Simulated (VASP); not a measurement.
Mo:

```xyz
2
Lattice="2.7318 0.0000 0.0000 -1.3659 2.3658 0.0000 0.0000 0.0000 4.8407" Properties=species:S:1:pos:R:3 pbc="T T T"
Mo    0.0000    1.5772    1.2102
Mo    1.3659    0.7886    3.6306
```

This isn't the form of Mo at room conditions, which is bcc.

Base run:

| Item | Value |
| --- | --- |
| Program | VASP 6.6.1 |
| Functional | r2SCAN |
| Potentials or basis | VASP PAW PBE potentials, release 64 (Mo_sv) |
| Cutoff | 520 eV |
| k mesh | 18 × 18 × 10 |
| Occupations | gaussian, width 0.1 eV |
| Spin | no spin polarisation |

Its results: band gap on the k mesh none (metal or under the smearing width); pressure 6.0 GPa.

The run is repeated on the same cell with these changes: functional from r2SCAN to PBEsol; cutoff from 520 eV to 700 eV. What comes out?

Band gap on the k mesh none (metal or under the smearing width); pressure 0.1 GPa.

Caveats: the PAW data sets were made with another functional, which shifts forces and pressure a little.
